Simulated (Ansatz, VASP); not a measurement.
## One calculation of C, two programs

```
CELL_PARAMETERS angstrom
2.44237 0.00000 0.00000
-1.22118 2.11515 0.00000
0.00000 0.00000 6.19340
ATOMIC_POSITIONS crystal
C 0.00000 0.00000 0.00250
C 0.00000 0.00000 0.50250
C 0.33333 0.66667 0.00250
C 0.66667 0.33333 0.50250
```

Alike in both runs: functional r2SCAN; k mesh 10 × 10 × 4; no spin polarisation.

Ansatz relaxed the structure, and its values are those at the end. VASP's run is a single point on that final structure, the one shown.

|  | VASP | Ansatz |
| --- | --- | --- |
| version | VASP 6.6.1 | Ansatz 0.2.0 |
| potentials or method | VASP PAW PBE potentials, release 64 (C) | PAW with Ansatz's default frozen-core files, scalar-relativistic |
| plane-wave cutoff (eV) | 520 | 500 |
| occupations | gaussian, width 0.01 eV | fixed |
| valence electrons in the cell | 16 | 16 |

|  | VASP | Ansatz | Ansatz less VASP |
| --- | --- | --- | --- |
| gap on the k mesh at the Fermi level (eV) | 0.97 | 0.96 | -0.001 |
| pressure (GPa) | 7.8 | 7.0 | -0.74 |

Ansatz warned: «structure_snapped_to_symmetry».

Caveats: the PAW data sets were made with another functional, which shifts forces and pressure a little (VASP).
